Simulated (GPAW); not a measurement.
# C (P6_3/mmc) in GPAW: single point with LDA

Aim: the single point of C with LDA.

The COD entry that gives the cell may itself be a prediction, so a difference from it is no test against experiment.

Program: GPAW 26.7.0. These are calculated values, not measurements. Logs are shortened: lines on timing, memory, paths and dates and some standing lists are left out, and cuts for length are marked. The log counts tension as positive stress, the text compression.

**1. Starting point**

The structure is hexagonal, space group P6_3/mmc (No. 194). Conventional cell: a = 2.522 Å, b = 2.522 Å, c = 12.356 Å, α = 90.00°, β = 90.00°, γ = 120.00°. C (site symmetry 3m) is surrounded by 4 C at 1.54 Å. Around C (site symmetry 3m) lie 4 C at 1.54 Å. C (site symmetry 3m) has 4 C at 1.54 Å as nearest neighbours.

This is a hexagonal form of diamond, not graphite.

**2. Single point, LDA**

run.py reads:

```python
from ase.dft.bandgap import bandgap
from ase.io import read, write
from ase.units import GPa
from gpaw import GPAW, PW

atoms = read('POSCAR')

calc = GPAW(mode=PW(600),
            xc='LDA',
            kpts={'size': (10, 10, 2), 'gamma': True},
            occupations={'name': 'fermi-dirac', 'width': 0.05},
            nbands=46,
            convergence={'density': 1e-05, 'energy': 1e-05},
            maxiter=80,
            txt='gpaw.txt')
atoms.calc = calc
energy = atoms.get_potential_energy()
forces = atoms.get_forces()
stress = atoms.get_stress()
calc.write('gs.gpw')
write('result.traj', atoms)
print(f'Energy: {energy:.6f} eV')
print('Forces (eV/A):')
print(forces.round(4))
print('Stress (GPa):', (stress / GPa).round(3))
print('Fermi level:', round(calc.get_fermi_level(), 4), 'eV')
print(f'Gap: {bandgap(calc)[0]:.4f} eV, direct: {bandgap(calc, direct=True)[0]:.4f} eV')
```

POSCAR reads:

```
C
1.0
    2.5221000000      0.0000000000      0.0000000000
   -1.2610500000      2.1842026709      0.0000000000
    0.0000000000      0.0000000000     12.3557000000
C
12
Direct
    0.6666666667      0.3333333333      0.3541700000
    0.3333333333      0.6666666667      0.8541700000
    0.6666666667      0.3333333333      0.1458300000
    0.3333333333      0.6666666667      0.6458300000
    0.6666666667      0.3333333333      0.4791700000
    0.3333333333      0.6666666667      0.9791700000
    0.6666666667      0.3333333333      0.0208300000
    0.3333333333      0.6666666667      0.5208300000
    0.0000000000      0.0000000000      0.8125000000
    0.0000000000      0.0000000000      0.3125000000
    0.0000000000      0.0000000000      0.6875000000
    0.0000000000      0.0000000000      0.1875000000
```

Potentials or basis: the program's PAW data sets (release 1.2.1) made for this functional, pw.

Launch:

```sh
OMP_NUM_THREADS=1 python run.py
```

gpaw.txt:

```text
__  _  _
 | _ |_)|_||  |
 |__||  | ||/\| - 26.7.0

Input parameters:
  mode=PW(ecut=600.0),
  convergence={'density': 1e-05, 'energy': 1e-05},
  kpts=MonkhorstPack(size=(10, 10, 2), gamma=True),
  maxiter=80,
  nbands=46,
  occupations=Occupations(name='fermi-dirac', width=0.05),
  xc=XC(name='LDA')

Diagonalizing LCAO Hamiltonian
Converting LCAO to pw mode

        C

        C

       C
        C
       C
        C
           C

           C
       C

       C   C

           C

Atoms  # Å, Bohr magnetons
|    | symbol |         x |        y |         z |    initial magnetic moments |
|----|--------|-----------|----------|-----------|-----------------------------|
|  0 |      C |  1.261050 | 0.728068 |  4.376018 | ( 0.0000,  0.0000,  0.0000) |
|  1 |      C | -0.000000 | 1.456135 | 10.553868 | ( 0.0000,  0.0000,  0.0000) |
|  2 |      C |  1.261050 | 0.728068 |  1.801832 | ( 0.0000,  0.0000,  0.0000) |
|  3 |      C | -0.000000 | 1.456135 |  7.979682 | ( 0.0000,  0.0000,  0.0000) |
|  4 |      C |  1.261050 | 0.728068 |  5.920481 | ( 0.0000,  0.0000,  0.0000) |
|  5 |      C | -0.000000 | 1.456135 | 12.098331 | ( 0.0000,  0.0000,  0.0000) |
|  6 |      C |  1.261050 | 0.728068 |  0.257369 | ( 0.0000,  0.0000,  0.0000) |
|  7 |      C | -0.000000 | 1.456135 |  6.435219 | ( 0.0000,  0.0000,  0.0000) |
|  8 |      C |  0.000000 | 0.000000 | 10.039006 | ( 0.0000,  0.0000,  0.0000) |
|  9 |      C |  0.000000 | 0.000000 |  3.861156 | ( 0.0000,  0.0000,  0.0000) |
| 10 |      C |  0.000000 | 0.000000 |  8.494544 | ( 0.0000,  0.0000,  0.0000) |
| 11 |      C |  0.000000 | 0.000000 |  2.316694 | ( 0.0000,  0.0000,  0.0000) |

Unit cell  # Å
| periodic |         x |        y |         z |   lengths |     angles |
|----------|-----------|----------|-----------|-----------|------------|
|      yes |  2.522100 | 0.000000 |  0.000000 |  2.522100 |  90.000000 |
|      yes | -1.261050 | 2.184203 |  0.000000 |  2.522100 |  90.000000 |
|      yes |  0.000000 | 0.000000 | 12.355700 | 12.355700 | 120.000000 |

Number of symmetries: 12
Symmetry operations  # r_c * U_cc + t_c -> r_c
|    | kind |            matrix            |
|----|------|------------------------------|
|  0 |  σ   |  1, 1, 0,  0,-1, 0,  0, 0, 1 |
|  1 |  S6  |  1, 1, 0, -1, 0, 0,  0, 0,-1 |
|  2 |  E   |  1, 0, 0,  0, 1, 0,  0, 0, 1 |
|  3 |  C2  |  1, 0, 0, -1,-1, 0,  0, 0,-1 |
|  4 |  C2  |  0, 1, 0,  1, 0, 0,  0, 0,-1 |
|  5 |  C3  |  0, 1, 0, -1,-1, 0,  0, 0, 1 |
|  6 |  S6  |  0,-1, 0,  1, 1, 0,  0, 0,-1 |
|  7 |  σ   |  0,-1, 0, -1, 0, 0,  0, 0, 1 |
|  8 |  σ   | -1, 0, 0,  1, 1, 0,  0, 0, 1 |
|  9 |  i   | -1, 0, 0,  0,-1, 0,  0, 0,-1 |
| 10 |  C3  | -1,-1, 0,  1, 0, 0,  0, 0, 1 |
| 11 |  C2  | -1,-1, 0,  0, 1, 0,  0, 0,-1 |

BZ-sampling:
  Number of BZ points: 200
  Number of IBZ points: 28

  Monkhorst-Pack size: [10, 10, 2]
  Monkhorst-Pack shift: [0.05, 0.05, 0.25]

K-points  # in reciprocal-cell coordinates
|     |                                coordinates |     weight |
|-----|--------------------------------------------|------------|
|   0 | (  0.00000000,   0.00000000,   0.00000000) | 0.00500000 |
|   1 | (  0.00000000,   0.00000000,   0.50000000) | 0.00500000 |
|   2 | (  0.10000000,   0.00000000,   0.00000000) | 0.03000000 |
|   3 | (  0.10000000,   0.00000000,   0.50000000) | 0.03000000 |
|   4 | (  0.20000000,  -0.10000000,   0.00000000) | 0.03000000 |
|   5 | (  0.20000000,  -0.10000000,   0.50000000) | 0.03000000 |
|   6 | (  0.20000000,   0.00000000,   0.00000000) | 0.03000000 |
|   7 | (  0.20000000,   0.00000000,   0.50000000) | 0.03000000 |
|   8 | (  0.30000000,  -0.10000000,   0.00000000) | 0.06000000 |
|   9 | (  0.30000000,  -0.10000000,   0.50000000) | 0.06000000 |
| ... |                                            |            |
|  27 | (  0.50000000,   0.50000000,   0.50000000) | 0.01500000 |

Plane wave coefficients: 2300
Cutoff: 600.0 eV

Spin-components: 1 (collinear spins)
Bands:           46
Projectors:      60
Spin-degeneracy: 2
Datatype:        complex128

Density:
  Valence electrons: 48.0
  Components: 1
  Grid points: [15 15 70]
  Charge: 0.0  # |e|

Potential:
  Grid points: [15 15 70]

species:
  C:
    name:    Carbon
    Z:       6.0
    valence: 4
    core:    2
    charge:  0.0  # [|e|]
    compensation charges:
      type: gauss
      rc: 0.20  # [Å]
      lmax: 2
    cutoffs:
      filter: 1.14  # [Å]
      core: 1.14  # [Å]
    projectors
    | kind |    occ | energy [eV] | rcut [Å] |
    |------|--------|-------------|----------|
    |   2s |  2.000 |     -13.639 |    0.635 |
    |   2p |  2.000 |      -5.414 |    0.635 |
    |    s |        |      13.573 |    0.635 |
    |    p |        |      21.797 |    0.635 |
    |    d |        |       0.000 |    0.635 |

    Using partial waves for C as LCAO basis

Reference energy: -12225.630454  # eV

eigensolver:
  PPCG
  Converge bands: occupied
  niter=2

density mixing:
  MSR1-Mixer
  Pratt-step length: 0.05
  Maximum mixing coefficient: 0.75
  Old densities: 10
  SVD Regularization: 0.005
  Good broyden scale: 1.0
  Trust region scale: 1.0
  Backstep threshold: 4.0
  History deletion threshold: 6.0
  Fourier metric: weight=20.0, sigma=0.015

occupation numbers:
  Fermi-Dirac:
    width: 0.0500  # eV

poisson solver:
  ecut: 4800.0  # eV

xc functional:
  name: None

convergence criteria:
- Maximum integral of absolute [dens]ity change: 1e-05 electrons / valence electron
- Maximum [total energy] change in last 3 cyles: 1e-05 eV / valence electron
- Maximum integral of absolute [eigenst]ate change: 4e-08 eV^2 / valence electron
maximum number of iterations: 80

SCF iterations
|iter     | |      energy | eigst |  dens |
|---------|-|-------------|-------|-------|
|iter:   1| | -125.329284 | +0.10 |       |
|iter:   2| | -124.838022 | -2.52 | -0.80 |
|iter:   3| | -121.499699 | -1.24 | -0.82 |
|iter:   4| | -121.473331 | -2.53 | -1.53 |
|iter:   5| | -121.477265 | -3.92 | -2.18 |
|iter:   6| | -121.477317 | -4.77 | -2.78 |
|iter:   7| | -121.477292c| -6.09 | -3.53 |
|iter:   8| | -121.477292c| -7.35 | -4.01 |
|iter:   9| | -121.477292c| -7.70c| -4.42 |
|iter:  10| | -121.477292c| -8.66c| -5.98c|

Converged in 10 steps
Energy contributions relative to reference atoms: (reference = -12225.630454)

Energy contributions:
  Kinetic:         102.502642
  Coulomb:         -96.137762
  Zero:              0.215317
  External:          0.000000
  Xc:             -128.057489
  Entropy:           0.000000
  Spinorbit:         0.000000
  ----------------------------
  Free energy:    -121.477292
  Extrapolated:   -121.477292

dipole moment: (-9.965631, -17.260978, 0.000036)  # |e|*Ang

Fermi level: 13.825
Eigenvalues  # (at kpt = [0.000, 0.000, 0.000])
| band index |      eig [eV] | occ [0-2] |
|------------|---------------|-----------|
|          0 |        -9.526 |     2.000 |
|        ... |               |           |
|         16 |         9.551 |     2.000 |
|         17 |        10.773 |     2.000 |
|         18 |        10.773 |     2.000 |
|         19 |        10.917 |     2.000 |
|         20 |        10.917 |     2.000 |
|         21 |        11.746 |     2.000 |
[... 8 lines left out ...]
|         30 |        18.731 |     0.000 |
|         31 |        18.861 |     0.000 |
|        ... |               |           |
|         45 |        26.845 |     0.000 |

Gap: 4.338 eV
Transition (v -> c):
  (s=0, k=0, n=23, [0.00, 0.00, 0.00]) -> (s=0, k=16, n=24, [0.40, 0.00, 0.00])
Direct/indirect transitions are different
Direct gap: 5.256 eV
Transition at: (s=0, k=0, n=23, [0.00, 0.00, 0.00])

Forces  # eV/Ang
|        x |        y |        z |
|----------|----------|----------|
| -0.00000 |  0.00000 |  0.31193 |  # C    0
|  0.00000 | -0.00000 |  0.31193 |  # C    1
| -0.00000 |  0.00000 | -0.31193 |  # C    2
|  0.00000 | -0.00000 | -0.31193 |  # C    3
|  0.00000 |  0.00000 | -0.02727 |  # C    4
| -0.00000 |  0.00000 | -0.02727 |  # C    5
|  0.00000 | -0.00000 |  0.02727 |  # C    6
| -0.00000 | -0.00000 |  0.02727 |  # C    7
|  0.00000 |  0.00000 |  0.33867 |  # C    8
|  0.00000 |  0.00000 |  0.33867 |  # C    9
| -0.00000 |  0.00000 | -0.33867 |  # C   10
|  0.00000 | -0.00000 | -0.33867 |  # C   11

Stress tensor  # eV/Ang^3
|        x |        y |        z |
|----------|----------|----------|
| 0.094415 | 0.000000 | 0.000000 |
| 0.000000 | 0.094415 | 0.000000 |
| 0.000000 | 0.000000 | 0.042712 |

# Writing to gs.gpw (mode='')
```

Wall time 51 s (1 thread of Arm Neoverse V2, shared host); peak memory 0.23 GiB.

Results:

```yaml
Free_energy: -121.4773 eV
Pressure: -12.4 GPa
Largest_force: 0.339 eV/Å
Band_gap_on_the_k_mesh: 4.34 eV, indirect (least direct gap 5.26 eV)
```

Forces in eV/Å, atoms in the order of the input:
```
C    0.000  0.000  0.312
C    0.000  0.000  0.312
C    0.000  0.000 -0.312
C    0.000  0.000 -0.312
C    0.000  0.000 -0.027
C    0.000  0.000 -0.027
C    0.000  0.000  0.027
C    0.000  0.000  0.027
C    0.000  0.000  0.339
C    0.000  0.000  0.339
C    0.000  0.000 -0.339
C    0.000  0.000 -0.339
```

Levels at points of the mesh, in eV from the valence-band top:
```tsv
k point	band 20	band 21	band 22	band 23	band 24	band 25	band 26	band 27	band 28	band 29
(0.00, 0.00, 0.00)	-0.98	-0.98	-0.15	0.00	0.00	5.26	5.26	5.62	6.32	6.32
(0.00, 0.00, 0.50)	-1.32	-0.33	-0.33	-0.33	-0.33	5.65	5.65	5.65	5.65	6.23
(0.50, 0.50, 0.00)	-4.29	-4.05	-4.05	-3.63	-2.88	4.48	5.05	5.20	5.56	6.78
(0.50, 0.50, 0.50)	-4.97	-3.75	-3.75	-3.23	-3.23	4.65	4.65	5.85	5.85	5.95
```

Caveat: the cutoff is short for stress and forces, so pressures can be off by a GPa or more. LDA gaps usually lie below the measured ones, often by a third to a half.
